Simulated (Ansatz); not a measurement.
LiH built on the h-MgO prototype, relaxed with r2SCAN: the symmetry is P6_3/mmc (No. 194, hexagonal); conventional cell a = 3.255 Å, c = 4.069 Å, 9.33 Å³ an atom. Li is surrounded by 5 H at 1.88–2.03 Å; H is surrounded by 5 Li at 1.88–2.03 Å. One-shot G0W0@PBE in the PAW code Ansatz on a 6×6×4 mesh (contour deformation, no spin-orbit coupling), from a PBE gap of 1.837 eV over the mesh points (the G0W0 gap is indirect on the mesh); the number N of bands summed and the screening cutoff rise together. Simulation only: spin-unpolarised, and no claim that this is the phase found in nature.

```csv
N,cutoff (eV),1000/N,G0W0 gap (eV)
64,80,15.625,3.601
144,140,6.944,3.753
```

Question: Lay a straight line in 1000/N through these rows.

Answer: The slope is -0.0175 eV per unit of 1000/N and the intercept 3.875 eV.

Question: Predict the gap at N = 261 (210 eV).

Answer: 3.875 + (-0.0175) × 3.831 = 3.808 eV; the run gives 3.820 eV, +0.012 eV from the line.

Question: With that run's result added, what limit do the last two rows suggest?

Answer: Their slope is (3.820 − 3.753)/(3.831 − 6.944) = -0.0215, which meets 1/N = 0 at 3.90 eV, against 3.875 eV from the first line. The slope steepens, so 1/N isn't yet asymptotic and the true limit probably lies higher still; the k mesh isn't extrapolated.
